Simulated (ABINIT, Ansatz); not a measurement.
Given: the input of a run of ABINIT 10.8.3 (patched build) on Hf. The given cell was strained at random by a few per cent at fixed volume. This isn't the form of Hf at room conditions, which is hcp.

File run.abi:

```
pp_dirpath "./"
pseudos "Hf.GGA_PBE-JTH.xml"

acell 5.4408550762 5.4660475727 5.6150393836
rprim
     0.9999338303     0.0037830261     0.0108638702
     0.0037655905     0.9999921144    -0.0012615351
     0.0105268618    -0.0012280610     0.9999438369
ntypat 1
znucl 72
natom 1
typat 1
xred
     0.5082420000     0.4985950000     0.5007900000
chkprim 0
chksymtnons 0
tolsym 1.0e-6

ecut 19.0
pawecutdg 38.0
pawxcdev 0

kptopt 1
ngkpt 9 9 9
nshiftk 1
shiftk 0.0 0.0 0.0

ixc 11

nband 10
occopt 3
tsmear 0.05 eV

nstep 100
tolvrs 1.0e-9

iomode 3
prtwf 0
prtden 0
prteig 0
prtebands 0
```

Potentials or basis: JTH PAW PBE v2.0.

Launch:

```bash
$ abinit run.abi > log 2>&1
```

Set up the same calculation for Ansatz 0.2.0. Potentials or basis there: Ansatz PAW (earlier soft set), cutoff 420 eV.

As run (cutoffs and basis follow the program's own potentials, and thresholds, step limits or extra output files can differ):

input.yaml

```yaml
crystal:
  lattice:
    - [2.878986, 0.010892, 0.031279]
    - [0.010892, 2.892485, -0.003649]
    - [0.031279, -0.003649, 2.971184]
  atoms:
    - { symbol: Hf, position: [0.508242, 0.498595, 0.50079] }
hamiltonian:
  xc: pbe
  pseudopotentials: { kind: paw, azcp: { folder: soft_1 } }
kpoints:
  mp_grid: { grid: [9, 9, 9] }
scf:
  occupations: { method: fermi_dirac, width: 0.05 }
output:
  forces: true
  stress: true
  eigenvalues: true
```

Potentials or basis: Ansatz PAW soft_1.

Run with:

```sh
$ ansatz run input.yaml --threads 1 --pin off --max-ram 3584MiB --backend cpu --events-out ev --progress --plain --runs-dir out
```

Both were run:

|  | ABINIT | Ansatz |
| --- | --- | --- |
| Pressure | 0.1 GPa | 0.1 GPa |
| Energy over the undisturbed cell | 2.9 meV/atom | 2.7 meV/atom |

Ansatz's pressure holds a Pulay term of +0.03 GPa for its cutoff of 420 eV, which the other run lacks.

The potentials hold 12 and 26 valence electrons a cell.

Where Ansatz's input types no cutoff or centring, it takes its own default and a Γ-centred mesh.

Pressure is positive in compression.
